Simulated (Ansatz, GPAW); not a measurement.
This is a calculation of TaN for Ansatz 0.2.0. The cell comes from a database or a generator and needn't be the stable form of this composition.

input.yaml

```yaml
crystal:
  lattice:
    - [0.0, 2.211323, 2.211323]
    - [2.211323, 0.0, 2.211323]
    - [2.211323, 2.211323, 0.0]
  atoms:
    - { symbol: Ta, position: [0.5, 0.5, 0.5] }
    - { symbol: "N", position: [0.0, 0.0, 0.0] }
hamiltonian:
  xc: pbe
  pseudopotentials: { kind: paw }
kpoints:
  mp_grid: { grid: [10, 10, 10] }
scf:
  occupations: { method: gaussian, width: 0.022 }
output:
  forces: true
  stress: true
  eigenvalues: true
  write_density: true
  write_potential: true
  elf: true
  volumetric_format: npy
```

Potentials or basis: Ansatz PAW.

Command:

```console
$ ansatz run input.yaml --threads 2 --pin off --max-ram 5632MiB --backend cpu --events-out ev --progress --plain --runs-dir out
```

Question: Set up the same calculation for GPAW 26.7.0 (ASE script). Potentials or basis there: GPAW PAW data sets (gpaw-data 1.2.1), cutoff 800 eV.

Answer: As run (cutoffs and basis follow the program's own potentials, and thresholds, step limits or extra output files can differ):

File run.py:

```python
from ase.dft.bandgap import bandgap
from ase.io import read, write
from ase.units import GPa
from gpaw import GPAW, PW

atoms = read('TaN.xyz')

calc = GPAW(mode=PW(800),
            xc='PBE',
            kpts={'size': (10, 10, 10), 'gamma': True},
            occupations={'name': 'methfessel-paxton', 'order': 0, 'width': 0.022},
            nbands=19,
            convergence={'density': 1e-05, 'energy': 1e-05},
            maxiter=150,
            txt='gpaw.txt')
atoms.calc = calc
energy = atoms.get_potential_energy()
forces = atoms.get_forces()
stress = atoms.get_stress()
calc.write('gs.gpw')
write('result.traj', atoms)
print(f'Energy: {energy:.6f} eV')
print('Forces (eV/A):')
print(forces.round(4))
print('Stress (GPa):', (stress / GPa).round(3))
print('Fermi level:', round(calc.get_fermi_level(), 4), 'eV')
print(f'Gap: {bandgap(calc)[0]:.4f} eV, direct: {bandgap(calc, direct=True)[0]:.4f} eV')
```

The input TaN.xyz:

```xyz
2
Lattice="0.0000000000 2.2113230000 2.2113230000 2.2113230000 0.0000000000 2.2113230000 2.2113230000 2.2113230000 0.0000000000" Properties=species:S:1:pos:R:3 pbc="T T T"
Ta     2.2113230000      2.2113230000      2.2113230000
N      0.0000000000      0.0000000000      0.0000000000
```

Potentials or basis: GPAW PAW data sets (gpaw-data 1.2.1), pw.

Launch:

```sh
$ OMP_NUM_THREADS=1 python run.py
```

Both were run:

|  | Ansatz | GPAW |
| --- | --- | --- |
| Pressure | -1.4 GPa | -1.6 GPa |

Ansatz's pressure holds a Pulay term of +0.49 GPa for its cutoff of 420 eV, which the other run lacks.

Where Ansatz's input types no cutoff or centring, it takes its own default and a Γ-centred mesh.

Pressure is positive in compression.
